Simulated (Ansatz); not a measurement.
# AgCl (Chlorargyrite) (Fm-3m) in Ansatz: settings compared

The runs below take AgCl (Chlorargyrite) through single point, with PBE, HSE06, PBE0.

All numbers are computed with Ansatz 0.2.0; they aren't measurements. Logs are shortened: lines on timing, memory, paths and dates and some standing lists are left out, and cuts for length are marked.

**What was measured.**

From a printed reference work, data compilation, for a bulk crystal of AgCl: band gap 3.249 eV (indirect).

The results are compared with them further down.

### Step 1. The structure

Symmetry: Fm-3m, No. 225, cubic system. Conventional cell: a = 5.470 Å, b = 5.470 Å, c = 5.470 Å, α = 90.00°, β = 90.00°, γ = 90.00°. Around Ag (site symmetry m-3m) lie 6 Cl at 2.73 Å. Around Cl (site symmetry m-3m) lie 6 Ag at 2.73 Å.

### Step 2. Single point, PBE

File input.yaml:

```yaml
crystal:
  lattice:
    - [0.0, 2.735, 2.735]
    - [2.735, 0.0, 2.735]
    - [2.735, 2.735, 0.0]
  atoms:
    - { symbol: Ag, position: [0.0, 0.0, 0.0] }
    - { symbol: Cl, position: [0.5, 0.5, 0.5] }
kpoints:
  mp_grid: { grid: [6, 6, 6] }
scf:
  occupations: { method: fermi_dirac, width: 0.05 }
hamiltonian:
  xc: pbe
  pseudopotentials: { kind: all_electron, datasets: crystal }
output:
  forces: true
  stress: true
  eigenvalues: true
```

Potentials or basis: all-electron PAW datasets made for the crystal.

Run with:

```sh
$ ansatz run input.yaml --threads 1 --pin off --max-ram 3072MiB --backend cpu --events-out ev --progress --plain --runs-dir out
```

The program printed:

```text
Warning: RAYON_NUM_THREADS=1 ignored (pool sized by the plan → 1); use --threads N
hamiltonian.pseudopotentials.datasets: crystal makes datasets for this crystal and solves the spheres of its atoms anew in each pass: cutoff 260.0 eV, the density's 1040.0 eV; for an error of 0.50 meV an atom under PBE, 1.0 meV for the cell; an energy difference from a run of another recipe may be off by several times the error for the cell, under r2SCAN by more, where some 0.1 meV an atom stays at smaller errors; Cl in spheres of 1.355 Å, 7 of its electrons in bands; Ag in spheres of 1.376 Å, 11 of its electrons in bands, 8 on its site; only band paths and densities of states list, in semicore columns, the levels of the semicore shells that are solved separately: 4s of Ag, 4p of Ag
Engine: ansatz 0.2.0, x86_64-unknown-linux-gnu
Pseudopotentials: kind: all_electron
Pseudopotential: Ag, paw, valence charge 19, recommended cutoff 260 eV (normal), crystal/all_electron/pbe/scalar/gaussian/Ag, Koelling and Harmon's equation, gaussian nucleus
Pseudopotential: Cl, paw, valence charge 7, recommended cutoff 260 eV (normal), crystal/all_electron/pbe/scalar/gaussian/Cl, Koelling and Harmon's equation, gaussian nucleus
Functional definition: PBE
  parameter kappa = 0.804
  parameter beta = 0.06672455060314922
  exchange = pbe_x(kappa = kappa, mu = beta*pi^2/3)
  correlation = pbe_c(beta = beta)
Crystal: 2 atoms, lattice volume = 40.917 Å³
Basis set: ecut = 260 eV, 387 PW (Γ), exchange–correlation on 48×48×48 points (8 copies of the dense FFT grid, shifted against one another)
Bands: 13, of which v1, the nominal top of the filled ones, is band 9 counted from 1 (8 counted from 0)
Symmetry: 48 space group operations
Space group: Fm-3m (ITA 225), of the structure as read, at distance tolerance 3.4e-5 Å
k-points: 16 of 216
Non-local potential: Ag, projectors of the file, l = 0: 1, l = 1: 1, l = 2: 2
Non-local potential: Cl, projectors of the file, l = 0: 1, l = 1: 1
PAW form: soft (Blöchl's): semilocal exchange-correlation on the pseudo side does not see the compensation charge
PAW one-centre angular grid: Ag, 590 points (default); XC on its mesh's 1875 points in the sphere
PAW one-centre angular grid: Cl, 110 points (default); XC on its mesh's 1975 points in the sphere
Initial density: superposition of atomic densities (neutral atoms: chi_scale 0, normalization atom)
Initial wavefunctions: pseudopotential atomic-orbital guess
Functional: x = pbe(κ = 0.804, μ = 0.2195149727645171), c = pbe(β = 0.06672455060314922)
iter 1 solved again at ethr=2.53e-3 eV; its pass at ethr=1.00e-1 eV (dr2=4.55e-1 eV) is discarded
SCF iter   1: F=—  HF=-157215.318720 eV  |F-HF|=—  |Δ(HF+E_count)|=         —  Δρ=2.48e-2  dr2=5.51e-1  ethr=2.53e-3  ⟨swp⟩=3.3  Hψ=1133  notcnv=0
preconditioner: auto → none  [insulator: Δε(μ)=0.762 eV  Ē_g=11.061 eV  σ=0.050 eV  W_gap=1.00  n_scr=14 (ndim 8)  ℏωp=24.6 eV  f_vac=0.000  D(μ)=0.00/eV (n_scr^D=0)  ε∞_Penn≈6.0]
SCF iter   2: F=—  HF=-157215.162585 eV  |F-HF|=—  |Δ(HF+E_count)|=   1.56e-1  Δρ=1.48e-2  dr2=6.99e-2  ethr=2.53e-3  ⟨swp⟩=3.0  Hψ=577  notcnv=0
iter 3 solved again at ethr=3.19e-5 eV; its pass at ethr=3.89e-4 eV (dr2=5.73e-3 eV) is discarded
SCF iter   3: F=—  HF=-157215.143436 eV  |F-HF|=—  |Δ(HF+E_count)|=   1.91e-2  Δρ=3.90e-3  dr2=5.74e-3  ethr=3.19e-5  ⟨swp⟩=2.0  Hψ=922  notcnv=0
SCF iter   4: F=—  HF=-157215.144630 eV  |F-HF|=—  |Δ(HF+E_count)|=   1.19e-3  Δρ=2.26e-3  dr2=1.70e-3  ethr=3.19e-5  ⟨swp⟩=3.0  Hψ=442  notcnv=0
SCF iter   5: F=—  HF=-157215.145216 eV  |F-HF|=—  |Δ(HF+E_count)|=   5.86e-4  Δρ=4.60e-4  dr2=7.45e-5  ethr=9.43e-6  ⟨swp⟩=2.8  Hψ=395  notcnv=0
SCF iter   6: F=—  HF=-157215.145224 eV  |F-HF|=—  |Δ(HF+E_count)|=   7.99e-6  Δρ=1.69e-4  dr2=9.02e-6  ethr=4.14e-7  ⟨swp⟩=2.2  Hψ=437  notcnv=0
SCF iter   7: F=—  HF=-157215.145230 eV  |F-HF|=—  |Δ(HF+E_count)|=   6.49e-6  Δρ=2.95e-5  dr2=3.28e-7  ethr=5.01e-8  ⟨swp⟩=2.8  Hψ=369  notcnv=0
SCF iter   8: F=-157215.145230 eV  HF=-157215.145230 eV  |F-HF|=5.24e-10  |Δ(HF+E_count)|=   6.53e-8  Δρ=9.25e-7  dr2=2.12e-10  ethr=1.82e-9  ⟨swp⟩=3.0  Hψ=464  notcnv=0
SCF 1 converged in 8 iterations: F = -157215.145231 eV  dr2 = 2.12e-10
  Residual-converged pass: ⟨swp⟩=3.1  Hψ=432  notcnv=0  max |occ|·‖R‖ = 4.9e-6 eV (tolerance 5.3e-6 eV)  dr2=2.87e-10  dr2_onsite=1.70e-9  max |Δocc| = 1.8e-15
SCF converged after 8 iterations
Free energy (F): -157215.145231 eV
Harris-Foulkes:  -157215.145231 eV  (|F-HF|=5.24e-10)
Internal energy: -157215.145227 eV  (E = F + TS)
E sigma→0 (E₀):  -157215.145229 eV
Entropy (-TS):   -0.000004 eV (-0.002 meV/atom)
Past the cutoff: the bands carry plane waves up to 1.75 times it, of which those up to 1.5 times it add -0.000175 eV an atom, each by itself; the spheres take 0.000232 eV an atom off the energy for waves past 1.75 times it
By the cutoff:   a pressure is off by up to 0.006 GPa (1.2 times the spheres' own share and the shells' term, over an atom's volume, and 0.004 GPa: a bound that held against runs at twice the plane waves)
Past the cutoffs: a stress includes 0.0012 GPa for waves and charges beyond them, in addition to the slope of what the spheres take
In the spheres:  the bands' charges fall short by 6.4e-7 e at most (sound up to 1e-3), those of shells solved beside the bands by 3.1e-7 e (sound up to 5e-4)
Fermi energy:    10.293714 eV
--- Per-component energies (eV) ---
  E_band       = 102.294005
  E_kinetic    = 245.874513
  E_local      = -2629.780708  (includes V_loc(G=0)·N_el)
  E_nonlocal   = 278.936620
  E_hartree    = 1329.441184
  E_xc         = -115.403066
  E_vxc        = -144.014675  (∫ρ·V_xc dr)
  E_paw        = -159279.572527  (= ΣΔE_a)
  E_vpaw       = -6118.755885  (= ΣTr[D̂ρ^β])
  E_ewald      = -2855.792444
  E_smearing   = -0.000004  (= −TS)
  E_closure    = 5811.151201  (closes the sum)
  Σ components = -157215.145231   (vs F -157215.145231, Δ=0.00e0)
  The terms above E_closure are by the made datasets' own strengths, without shells solved beside the bands.
--- Forces (eV/Å), atoms counted from 1 ---
  atom   1  Ag     0.00000000    -0.00000000     0.00000000
  atom   2  Cl     0.00000000    -0.00000000    -0.00000000
  max |Σ_I F_I| component: 7.03e-30 eV/Å
--- Stress (GPa, compression-positive) ---
        3.944669      -0.000000       0.000000
       -0.000000       3.944669       0.000000
        0.000000      -0.000000       3.944669
  P = ⅓ Tr σ = 3.9447 GPa (39.447 kbar)
  It holds what live shells' own plane waves past their cutoff add
--- Band table (eV; the first three rows and the last of 16) ---
  k-point 0: bands = ["-5.6592", "7.1548", "7.1548", "7.1548", "7.1980", "7.1980", "7.2798", "7.2798", "7.2798", "10.6789", "20.4406"]
  k-point 1: bands = ["-5.5430", "6.0339", "6.2387", "6.2387", "7.2550", "7.2550", "7.5176", "8.3730", "8.3730", "11.8531", "18.5719"]
  k-point 2: bands = ["-5.2940", "4.7133", "5.5705", "5.5705", "7.4562", "7.4562", "7.7544", "9.3545", "9.3545", "13.4788", "16.8401"]
  k-point 15: bands = ["-5.1187", "5.2918", "5.4943", "5.7946", "7.4430", "7.6927", "7.6976", "7.7143", "8.3628", "13.3430", "17.5100"]
```

It took 5.6 s on 1 thread of AMD EPYC 7R43 (Zen 3), shared host; peak memory 0.47 GiB.

Results:

| Quantity | Value |
| --- | --- |
| Free energy | -157215.1452 eV |
| Pressure | 3.9 GPa |
| Band gap on the k mesh | 0.91 eV, indirect (least direct gap 3.40 eV) |

### Step 3. Single point, HSE06

Changes to input.yaml since step 2:

```diff
@@ -13,3 +13,3 @@
 hamiltonian:
-  xc: pbe
+  xc: hse06
   pseudopotentials: { kind: all_electron, datasets: crystal }
@@ -18,2 +18 @@
   stress: true
-  eigenvalues: true
```

Potentials or basis: all-electron PAW datasets made for the crystal.

Run with:

```sh
$ ansatz run input.yaml --threads 1 --pin off --max-ram 3072MiB --backend cpu --events-out ev --progress --plain --runs-dir out
```

The program printed:

```text
Warning: RAYON_NUM_THREADS=1 ignored (pool sized by the plan → 1); use --threads N
hamiltonian.pseudopotentials.datasets: crystal makes datasets for this crystal and solves the spheres of its atoms anew in each pass: cutoff 290.0 eV, the density's 1160.0 eV;, for an error of 0.50 meV an atom under PBE, 1.0 meV for the cell; an energy difference from a run of another recipe may be off by several times the error for the cell, under r2SCAN by more, where some 0.1 meV an atom stays at smaller errors; Cl in spheres of 1.355 Å, 7 of its electrons in bands; Ag in spheres of 1.376 Å, 19 of its electrons in bands
[... 2 set-up lines as earlier in the session ...]
Pseudopotential: Ag, paw, valence charge 19, recommended cutoff 290 eV (normal), crystal/all_electron/pbe/scalar/gaussian/Ag, Koelling and Harmon's equation, gaussian nucleus
Pseudopotential: Cl, paw, valence charge 7, recommended cutoff 290 eV (normal), crystal/all_electron/pbe/scalar/gaussian/Cl, Koelling and Harmon's equation, gaussian nucleus
Functional definition: HSE06
  parameter a = 0.25
  parameter omega = 0.11/bohr
  exchange = pbe_x - a*pbe_x_sr(omega) + a*exact_x_sr(omega)
  correlation = pbe_c
Crystal: 2 atoms, lattice volume = 40.917 Å³
Basis set: ecut = 290 eV, 459 PW (Γ), exchange–correlation on 48×48×48 points (8 copies of the dense FFT grid, shifted against one another)
Bands: 17, of which v1, the nominal top of the filled ones, is band 13 counted from 1 (12 counted from 0)
[... 2 set-up lines as earlier in the session ...]
k-points: 16 of 216
Non-local potential: Ag, projectors of the file, l = 0: 2, l = 1: 2, l = 2: 2
[... 6 set-up lines as earlier in the session ...]
[... 28 lines left out ...]
In the spheres:  the bands' charges fall short by 1.7e-4 e at most (sound up to 1e-3)
Fermi energy:    10.008615 eV
--- Per-component energies (eV) ---
  E_band       = -378.085119
  E_kinetic    = 279.777523
  E_local      = -2653.576404  (includes V_loc(G=0)·N_el)
  E_nonlocal   = 27.263693
  E_hartree    = 1339.386124
  E_xc         = -92.235985
  E_vxc        = -118.426395  (∫ρ·V_xc dr)
  E_exx        = -95.748871  (= α·E_x^exact, valence–valence)
  E_paw        = -158682.770961  (= ΣΔE_a)
  E_vpaw       = -5918.136695  (= ΣTr[D̂ρ^β])
  E_ewald      = -2855.792444
  E_smearing   = -0.000000  (= −TS)
  E_closure    = 5517.737499  (closes the sum)
  Σ components = -157215.959825   (vs F -157215.959825, Δ=0.00e0)
  The terms above E_closure are by the made datasets' own strengths, without shells solved beside the bands.
--- Forces (eV/Å), atoms counted from 1 ---
  atom   1  Ag    -0.00000000    -0.00000000     0.00000000
  atom   2  Cl    -0.00000000     0.00000000     0.00000000
  max |Σ_I F_I| component: 4.55e-17 eV/Å
--- Stress (GPa, compression-positive) ---
        3.678927       0.000000       0.000000
       -0.000000       3.678927       0.000000
       -0.000000       0.000000       3.678927
  P = ⅓ Tr σ = 3.6789 GPa (36.789 kbar)
--- Band table (eV; the first three rows and the last of 16) ---
  k-point 0: bands = ["-85.2597", "-47.4896", "-47.4896", "-47.4896", "-7.8340", "5.7028", "5.7028", "5.7028", "5.7030", "5.7030", "6.3270", "6.3270", "6.3270", "11.1438"]
  k-point 1: bands = ["-85.2597", "-47.4906", "-47.4898", "-47.4898", "-7.7088", "4.8924", "4.8925", "4.8925", "5.7998", "5.7998", "6.2663", "7.2800", "7.2800", "12.3109"]
  k-point 2: bands = ["-85.2596", "-47.4927", "-47.4901", "-47.4901", "-7.4407", "3.5442", "4.1837", "4.1837", "6.0014", "6.0014", "6.4430", "8.3077", "8.3077", "13.9399"]
  k-point 15: bands = ["-85.2595", "-47.4925", "-47.4916", "-47.4912", "-7.2561", "4.1522", "4.2207", "4.6120", "6.1424", "6.2262", "6.2405", "6.3184", "7.1908", "13.9656"]
```

Run time: 7.7 min. Hardware: 1 thread of AMD EPYC 7R43 (Zen 3), shared host; peak memory 0.96 GiB.

What came out:

```
Free energy            : -157215.9598 eV
Pressure               : 3.7 GPa
Band gap on the k mesh : 2.40 eV, indirect (least direct gap 4.82 eV)
```

### Step 4. Single point, PBE0

Changes to input.yaml since step 3:

```diff
@@ -13,3 +13,3 @@
 hamiltonian:
-  xc: hse06
+  xc: pbe0
   pseudopotentials: { kind: all_electron, datasets: crystal }
```

Run with:

```sh
$ ansatz run input.yaml --threads 1 --pin off --max-ram 3072MiB --backend cpu --events-out ev --progress --plain --runs-dir out
```

It took 7.2 min on 1 thread of AMD EPYC 7R43 (Zen 3), shared host; peak memory 0.94 GiB.

Results (log left out):

```yaml
Free_energy: -157215.5707 eV
Pressure: 3.6 GPa
Band_gap_on_the_k_mesh: 3.10 eV, indirect (least direct gap 5.52 eV)
```

Levels at points of the mesh, in eV from the valence-band top:
```tsv
k point	band 10	band 11	band 12	band 13	band 14
(0.00, 0.00, 0.00)	-3.07	-2.42	-2.42	-2.42	3.10
(0.00, 0.00, -0.50)	-2.66	-2.20	0.00	0.00	6.22
(0.00, -0.50, -0.50)	-2.87	-2.53	-2.53	-2.43	4.68
```

### Step 5. Summary

| level | cutoff (eV) | gap on the mesh (eV) | pressure (GPa) |
| --- | --- | --- | --- |
| PBE | 260 | 0.91 | 3.9 |
| HSE06 | 290 | 2.40 | 3.7 |
| PBE0 | 290 | 3.10 | 3.6 |

Alike in all rows: task single point; potentials or basis all-electron PAW datasets made for the crystal; no spin polarisation; cell as given; k mesh 6 × 6 × 6; smearing fermi-dirac 0.05 eV.

On the cell as given the gap runs from 0.91 eV (PBE) to 3.10 eV (PBE0). The pressure there spans 3.6 GPa (PBE0) to 3.9 GPa (PBE); a positive pressure means that this level wants a larger cell, a negative one a smaller.

Compare energies only between runs with the same functional and basis.

### Step 6. Comparison with measurements

Step 2. Against the measured gap of AgCl, 3.249 eV (indirect; a printed reference work, data compilation), the calculated 0.91 eV is off by -2.34 eV. So large a miss can be the level of theory's own, or it may mean another phase, state or a wrong row. Spin-orbit coupling on Ag is left out. The value is that of PBE on a finite k mesh, which can miss the band edges, without temperature or zero-point motion. Semilocal functionals fall short of measured gaps as a rule.

Step 3. Measured gap of AgCl: 3.249 eV (indirect; a printed reference work, data compilation). This calculation gives 2.40 eV (-0.85 eV). Spin-orbit coupling on Ag is left out. The value is that of HSE06 on a finite k mesh, which can miss the band edges, without temperature or zero-point motion.

Step 4. A measured gap of AgCl is 3.249 eV (indirect; a printed reference work, data compilation); the calculated 3.10 eV misses it by -0.15 eV. Spin-orbit coupling on Ag is left out. The value is that of PBE0 on a finite k mesh, which can miss the band edges, without temperature or zero-point motion.
